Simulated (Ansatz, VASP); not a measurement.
## Au in VASP and in Ansatz

```
CELL_PARAMETERS angstrom
3.24215 0.00000 0.00000
0.00000 3.24215 0.00000
0.00000 0.00000 3.24215
ATOMIC_POSITIONS crystal
Au 0.00000 0.00000 0.00000
Au 0.50000 0.50000 0.50000
```

Alike in both runs: task single point; functional PBEsol; k mesh 16 × 16 × 16; occupations gaussian, width 0.1 eV; no spin polarisation.

|  | VASP | Ansatz |
| --- | --- | --- |
| version | VASP 6.6.1 | Ansatz 0.2.0 |
| potentials or method | VASP PAW PBE potentials, release 64 (Au) | scalar-relativistic, plane waves, PAW |
| plane-wave cutoff (eV) | 520 | 420 |
| valence electrons in the cell | 22 | 38 |

|  | VASP | Ansatz | Ansatz less VASP |
| --- | --- | --- | --- |
| gap on the k mesh at the Fermi level (eV) | none | none | - |
| pressure (GPa) | -0.1 | 0.2 | +0.29 |

A gap of «none» marks a metal or a gap that the smearing closes. The two sets of potentials don't hold the same shells in valence.

Caveats: the PAW data sets were made with another functional, which shifts forces and pressure a little (VASP). The runs have no spin-orbit coupling, so splittings on Au are missing.
